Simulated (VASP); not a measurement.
# Ge in VASP: one cell, several levels of theory, part 2 of 2

VASP 6.6.1, plane waves, PAW.

## Step 3: r2SCAN

INCAR reads:

```
ENCUT = 520.000000
SIGMA = 0.010000
EDIFF = 1.00e-07
ALGO = Normal
METAGGA = R2SCAN
PREC = Accurate
IBRION = -1
ISIF = 2
ISMEAR = 0
NBANDS = 21
NELM = 120
NSW = 0
LASPH = .TRUE.
LCHARG = .TRUE.
LELF = .TRUE.
LWAVE = .FALSE.
LREAL = .FALSE.
```

KPOINTS reads:

```
KPOINTS created by Atomic Simulation Environment
0
Gamma
8 8 8
0 0 0
```

KPOINTS_OPT reads:

```
special points
7
Reciprocal
0.0000000000 0.0000000000 0.0000000000 1
0.5000000000 0.0000000000 0.5000000000 1
0.6250000000 0.2500000000 0.6250000000 1
0.3750000000 0.3750000000 0.7500000000 1
0.5000000000 0.5000000000 0.5000000000 1
0.5000000000 0.2500000000 0.7500000000 1
0.0000000000 0.4062500000 0.4062500000 1
```

POSCAR reads:

```
Ge
 1.0000000000000000
     0.0000000000000000    2.7517673067000001    2.7517673067000001
     2.7517673067000001    0.0000000000000000    2.7517673067000001
     2.7517673067000001    2.7517673067000001    0.0000000000000000
 Ge
   2
Cartesian
  0.0000000000000000  0.0000000000000000  0.0000000000000000
  1.3758836533500001  1.3758836533500001  1.3758836533500001
```

The run is started by

```sh
> mpirun -np 1 vasp_std
```

Printed to the terminal (iteration lines stand in OSZICAR):

```text
POSCAR found type information on POSCAR Ge
 POSCAR found :  1 types and       2 ions
 -----------------------------------------------------------------------------
|                                                                             |
|                                                                             |
|     You enforced a specific xc type in the INCAR file but a different       |
|     I HOPE YOU KNOW WHAT YOU ARE DOING!                                     |
|                                                                             |
 -----------------------------------------------------------------------------

 LDA part: xc-table for (None), standard interpolation
 POSCAR, INCAR and KPOINTS ok, starting setup
 FFT: planning ... GRIDC
 FFT: planning ... GRID_SOFT
 FFT: planning ... GRID
 WAVECAR not read
 entering main loop
 Start KPOINTS_OPT (optional k-point list driver)
k-point batch [1-7\7]
```

OSZICAR:

```text
N       E                     dE             d eps       ncg     rms          rms(c)
DAV:   1     0.171832721136E+03    0.17183E+03   -0.14729E+04  1382   0.388E+03
DAV:   2    -0.255993416654E+01   -0.17439E+03   -0.16868E+03  1218   0.640E+02
DAV:   3    -0.294186137515E+02   -0.26859E+02   -0.26662E+02  1388   0.146E+02
DAV:   4    -0.303004941921E+02   -0.88188E+00   -0.88134E+00  1348   0.309E+01
DAV:   5    -0.303150910540E+02   -0.14597E-01   -0.14597E-01  1388   0.431E+00    0.375E+00
DAV:   6    -0.276647143375E+02    0.26504E+01   -0.29067E-01  1298   0.899E+00    0.216E+00
DAV:   7    -0.276412494726E+02    0.23465E-01   -0.11365E-01  1557   0.454E+00    0.267E-01
DAV:   8    -0.276402636271E+02    0.98585E-03   -0.56423E-03  1631   0.129E+00    0.113E-01
DAV:   9    -0.276403649667E+02   -0.10134E-03   -0.83655E-03  1617   0.192E+00    0.731E-02
DAV:  10    -0.276400797246E+02    0.28524E-03   -0.60867E-04  1617   0.469E-01    0.323E-02
DAV:  11    -0.276400024709E+02    0.77254E-04   -0.32909E-04  1730   0.354E-01    0.611E-03
DAV:  12    -0.276400054796E+02   -0.30088E-05   -0.19406E-05  1526   0.585E-02    0.360E-03
DAV:  13    -0.276400087616E+02   -0.32820E-05   -0.68125E-07  1373   0.880E-03    0.174E-03
DAV:  14    -0.276400090330E+02   -0.27148E-06   -0.54089E-07  1230   0.148E-02    0.820E-04
DAV:  15    -0.276400086501E+02    0.38291E-06   -0.23853E-08   824   0.173E-03    0.188E-04
DAV:  16    -0.276400085000E+02    0.15010E-06   -0.44432E-09   679   0.859E-04    0.510E-05
DAV:  17    -0.276400085077E+02   -0.76225E-08   -0.11201E-09   629   0.478E-04
   1 F= -.27640009E+02 E0= -.27640009E+02  d E =-.286050E-50
       N       E                     dE             ncg
DAV:   1    -0.149605632391E+03   -0.73749E+04      335
DAV:   2    -0.136446004393E+04   -0.12149E+04      294
DAV:   3    -0.154917677140E+04   -0.18472E+03      334
DAV:   4    -0.155516475021E+04   -0.59880E+01      339
DAV:   5    -0.155526767315E+04   -0.10292E+00      344
DAV:   6    -0.155527077620E+04   -0.31030E-02      344
DAV:   7    -0.155527091448E+04   -0.13828E-03      360
DAV:   8    -0.155527092072E+04   -0.62452E-05      344
DAV:   9    -0.155527092109E+04   -0.36478E-06      326
DAV:  10    -0.155527092110E+04   -0.15074E-07      212
```

OUTCAR, selected sections:

```text
k-points           NKPTS =     29   k-points in BZ     NKDIM =     29   number of bands    NBANDS=     21

   NELECT =      28.0000    total number of electrons

   dimension x,y,z NGX =    30 NGY =   30 NGZ =   30
   dimension x,y,z NGXF=    60 NGYF=   60 NGZF=   60

  energy-cutoff  :      520.00
  volume of cell :       41.67
      direct lattice vectors                 reciprocal lattice vectors
     0.000000000  2.751767307  2.751767307    -0.181701410  0.181701410  0.181701410
     2.751767307  0.000000000  2.751767307     0.181701410 -0.181701410  0.181701410
     2.751767307  2.751767307  0.000000000     0.181701410  0.181701410 -0.181701410

 k-points in reciprocal lattice and weights: KPOINTS created by Atomic Simulation Env
   0.00000000  0.00000000  0.00000000       0.002
   0.12500000  0.00000000  0.00000000       0.016
   0.25000000  0.00000000  0.00000000       0.016
   0.37500000  0.00000000  0.00000000       0.016
   0.50000000  0.00000000  0.00000000       0.008
   0.12500000  0.12500000  0.00000000       0.012
   0.25000000  0.12500000  0.00000000       0.047
   0.37500000  0.12500000  0.00000000       0.047
[... 21 more k-points ...]

 E-fermi :   5.7607

 k-point     1 :       0.0000    0.0000    0.0000
  band No.  band energies     occupation
      1     -19.9785      2.00000
      2     -19.9785      2.00000
      3     -19.9785      2.00000
      4     -19.9320      2.00000
      5     -19.9320      2.00000
      6     -19.6639      2.00000
      7     -19.6639      2.00000
      8     -19.6639      2.00000
      9     -19.6337      2.00000
     10     -19.6337      2.00000
     11      -8.3349      2.00000
     12       5.6577      2.00000
     13       5.6578      2.00000
     14       5.6578      2.00000
     15       6.8851      0.00000
     16       8.3940      0.00000
     17       8.3941      0.00000
     18       8.3941      0.00000
     19      12.9589      0.00000
     20      15.8063      0.00000
     21      15.8064      0.00000

 k-point     2 :       0.1250    0.0000    0.0000
  band No.  band energies     occupation
      1     -19.9891      2.00000
      2     -19.9891      2.00000
      3     -19.9754      2.00000
      4     -19.9168      2.00000
      5     -19.9168      2.00000
      6     -19.6750      2.00000
      7     -19.6750      2.00000
      8     -19.6677      2.00000
      9     -19.6249      2.00000
     10     -19.6249      2.00000
     11      -8.1190      2.00000
     12       3.3669      2.00000
     13       5.2624      2.00000
     14       5.2625      2.00000
     15       7.3854      0.00000
     16       8.9156      0.00000
     17       8.9157      0.00000
     18       9.7741      0.00000
     19      13.9309      0.00000
     20      14.8358      0.00000
     21      14.8358      0.00000

 k-point     3 :       0.2500    0.0000    0.0000
  band No.  band energies     occupation
      1     -20.0019      2.00000
      2     -20.0019      2.00000
      3     -19.9679      2.00000
      4     -19.8943      2.00000
      5     -19.8943      2.00000
      6     -19.6899      2.00000
      7     -19.6899      2.00000
      8     -19.6769      2.00000
      9     -19.6143      2.00000
     10     -19.6142      2.00000
     11      -7.4903      2.00000
     12       0.6685      2.00000
     13       4.6293      2.00000
     14       4.6294      2.00000
     15       6.9068      0.00000
     16       9.6189      0.00000
     17       9.6189      0.00000
     18      12.2850      0.00000
     19      14.4594      0.00000
     20      14.5924      0.00000
     21      14.5924      0.00000

 k-point     4 :       0.3750    0.0000    0.0000
  band No.  band energies     occupation
      1     -20.0079      2.00000
      2     -20.0078      2.00000
      3     -19.9602      2.00000
      4     -19.8812      2.00000
      5     -19.8812      2.00000
      6     -19.6967      2.00000
      7     -19.6967      2.00000
      8     -19.6864      2.00000
      9     -19.6091      2.00000
     10     -19.6091      2.00000
     11      -6.5582      2.00000
     12      -1.5685      2.00000
     13       4.1852      2.00000
     14       4.1853      2.00000
     15       6.5237      0.00000
     16       9.7419      0.00000
     17       9.7420      0.00000
     18      13.5512      0.00000
     19      15.2191      0.00000
     20      15.9699      0.00000
     21      15.9699      0.00000

 k-point     5 :       0.5000    0.0000    0.0000
  band No.  band energies     occupation
      1     -20.0091      2.00000
      2     -20.0091      2.00000
      3     -19.9570      2.00000
      4     -19.8779      2.00000
      5     -19.8779      2.00000
      6     -19.6976      2.00000
      7     -19.6976      2.00000
      8     -19.6903      2.00000
      9     -19.6080      2.00000
     10     -19.6080      2.00000
     11      -5.9206      2.00000
     12      -2.6488      2.00000
     13       4.0311      2.00000
     14       4.0312      2.00000
     15       6.3898      0.00000
     16       9.6850      0.00000
     17       9.6850      0.00000
     18      13.3640      0.00000
     19      17.4704      0.00000
     20      17.9956      0.00000
     21      17.9956      0.00000

 k-point     6 :       0.1250    0.1250    0.0000
  band No.  band energies     occupation
      1     -19.9893      2.00000
      2     -19.9856      2.00000
      3     -19.9855      2.00000
      4     -19.9201      2.00000
      5     -19.9007      2.00000
      6     -19.7055      2.00000
      7     -19.6523      2.00000
      8     -19.6523      2.00000
      9     -19.6445      2.00000
     10     -19.6178      2.00000
     11      -8.0461      2.00000
     12       3.4769      2.00000
     13       4.6300      2.00000
     14       4.6301      2.00000
     15       7.7311      0.00000
     16       8.8262      0.00000
     17       9.7901      0.00000
     18       9.7901      0.00000
     19      13.5766      0.00000
     20      14.2527      0.00000
     21      16.0980      0.00000

 k-point     7 :       0.2500    0.1250    0.0000
  band No.  band energies     occupation
      1     -20.0062      2.00000
      2     -19.9958      2.00000
      3     -19.9754      2.00000
      4     -19.9015      2.00000
      5     -19.8744      2.00000
      6     -19.7319      2.00000
      7     -19.6686      2.00000
      8     -19.6539      2.00000
      9     -19.6301      2.00000
     10     -19.6083      2.00000
     11      -7.5503      2.00000
     12       1.3636      2.00000
     13       3.9795      2.00000
     14       3.9837      2.00000
     15       7.8771      0.00000
     16       8.9056      0.00000
     17      10.7281      0.00000
     18      11.0608      0.00000
     19      13.7824      0.00000
     20      15.6008      0.00000
     21      15.8998      0.00000

 k-point     8 :       0.3750    0.1250    0.0000
  band No.  band energies     occupation
      1     -20.0198      2.00000
      2     -20.0053      2.00000
      3     -19.9568      2.00000
      4     -19.8818      2.00000
      5     -19.8587      2.00000
      6     -19.7421      2.00000
      7     -19.6880      2.00000
      8     -19.6727      2.00000
      9     -19.6153      2.00000
     10     -19.5963      2.00000
     11      -6.6940      2.00000
     12      -0.9047      2.00000
     13       3.2456      2.00000
     14       3.6242      2.00000
     15       7.7492      0.00000
     16       9.3808      0.00000
     17      10.8694      0.00000
     18      11.8453      0.00000
     19      15.3935      0.00000
     20      16.1236      0.00000
     21      16.8874      0.00000

 k-point     9 :       0.5000    0.1250    0.0000
  band No.  band energies     occupation
      1     -20.0251      2.00000
      2     -20.0119      2.00000
      3     -19.9409      2.00000
      4     -19.8670      2.00000
      5     -19.8623      2.00000
      6     -19.7305      2.00000
      7     -19.7056      2.00000
      8     -19.6921      2.00000
      9     -19.6045      2.00000
     10     -19.5913      2.00000
     11      -5.8176      2.00000
     12      -2.4623      2.00000
     13       2.7273      2.00000
     14       3.6238      2.00000
     15       7.5514      0.00000
     16       9.5437      0.00000
     17      10.5203      0.00000
     18      13.6000      0.00000
     19      15.4142      0.00000
     20      17.7947      0.00000
     21      17.9643      0.00000

[... the tables of k-points 10 to 29 left out ...]

  Total        2.1399639      2.1399639      2.1399639      0.0000000      0.0000000     -0.0000000
  in kB       82.2719741     82.2719741     82.2719741      0.0000000      0.0000000     -0.0000000
  external PRESSURE =      82.2719741 kB  Pullay stress =       0.0000000 kB

 POSITION                                       TOTAL-FORCE (eV/Angst)
 -----------------------------------------------------------------------------------
      0.00000      0.00000      0.00000        -0.000000      0.000000     -0.000000
      1.37588      1.37588      1.37588         0.000000     -0.000000      0.000000
 -----------------------------------------------------------------------------------
    total drift:                                0.000000      0.000000      0.000000

  FREE ENERGIE OF THE ION-ELECTRON SYSTEM (eV)
  ---------------------------------------------------
  free  energy   TOTEN  =       -27.6400085077 eV

  energy  without entropy=      -27.6400085077  energy(sigma->0) =      -27.64000851
```

Run time: 2.2 min. Hardware: 1 MPI rank of Intel Xeon Platinum 8488C, shared host; peak memory 0.18 GiB.

The levels at the points of KPOINTS_OPT are read from vasprun.xml.

Band energies at the special points (eV, zero at the top of v, the last band that the electrons fill by count):

| point | v−1 | v | c | c+1 |
| --- | --- | --- | --- | --- |
| Γ | 0.00 | 0.00 | 1.23 | 2.74 |
| X | -3.55 | -3.55 | 0.86 | 0.86 |
| U | -4.97 | -3.04 | 1.33 | 4.58 |
| K | -4.97 | -3.04 | 1.33 | 4.58 |
| L | -1.63 | -1.63 | 0.73 | 4.03 |
| W | -4.48 | -4.48 | 5.03 | 5.03 |

r2SCAN gives an indirect gap of 0.65 eV, from Γ to (0.00, 0.41, 0.41); the least direct gap is 1.23 eV. Pressure: 8.23 GPa; the forces vanish within 0.01 eV/Å.

The maps below are laid out on this run's own conventional cell (a, b, c = 5.504, 5.504, 5.504 Å).

Density in a lattice plane of the grid's cell (edges 5.50 and 5.50 Å, at 0.000 of the third edge), which holds Ge.

Ten even steps from '0' (0.02 e/Å³) to '9' (18.89 e/Å³):
```
752000000000000000000025
221000000000000000000012
000000000000000000000000
000000000000000000000000
000000000000000000000000
000000000000000000000000
000000000000000000000000
000000000012221000000000
000000000025752000000000
000000000147974100000000
000000000025752000000000
000000000012221000000000
000000000000000000000000
000000000000000000000000
000000000000000000000000
000000000000000000000000
000000000000000000000000
221000000000000000000012
752000000000000000000025
974100000000000000000147
```
Columns run along the first of these edges and rows up along the second, over one cell in 24 and 20 even steps from the bottom left corner. Atoms in the plane (fractional): Ge at (0.00, 0.00), Ge at (0.50, 0.50).

ELF in the same plane.

Ten even steps from ' ' (0.01) to '@' (0.60):
```
::::==####%%##==::              ::==##%%####==::
==++##%%%%@@##==::..          ..::==##@@%%%%##++
####%%@@@@@@##++--::..........::--++##@@@@@@%%##
##%%%%@@@@%%##**++====------====++**##%%@@@@%%%%
**##########**##########**##########**##########
----====++**##%%@@@@%%%%##%%%%@@@@%%##**++====--
......::--++##@@@@@@%%######%%@@@@@@##++--::....
      ..::==##@@%%%%##++==++##%%%%@@##==::..    
        ::==##%%####==::::::==####%%##==::      
        ..==**####**--::++::--**####**==..      
        ::==##%%####==::::::==####%%##==::      
      ..::==##@@%%%%##++==++##%%%%@@##==::..    
......::--++##@@@@@@%%######%%@@@@@@##++--::....
----====++**##%%@@@@%%%%##%%%%@@@@%%##**++====--
**##########**##########**##########**##########
##%%%%@@@@%%##**++====------====++**##%%@@@@%%%%
####%%@@@@@@##++--::..........::--++##@@@@@@%%##
==++##%%%%@@##==::..          ..::==##@@%%%%##++
::::==####%%##==::              ::==##%%####==::
++::--**####**==..              ..==**####**--::
```
Columns run along the first of these edges and rows up along the second, over one cell in 24 and 20 even steps from the bottom left corner. Atoms in the plane (fractional): Ge at (0.00, 0.00), Ge at (0.50, 0.50).

Both are smooth fields of the valence electrons: close to the nuclei they are not physical.

Maxima of ELF outside the ion cores: 0.77 on the Ge–Ge line, 1.1 Å from Ge.

## Step 4: What came out

This closing draws on all 2 parts.

| level | gap (eV) | pressure (GPa) |
| --- | --- | --- |
| PBE | 0.44 | 11.15 |
| r2SCAN | 0.65 | 8.23 |

In words: The gap runs from 0.44 eV (PBE) to 0.65 eV (r2SCAN). The pressure is highest with PBE (11.2 GPa) and lowest with r2SCAN (8.2 GPa), which orders the cells that they would relax to.
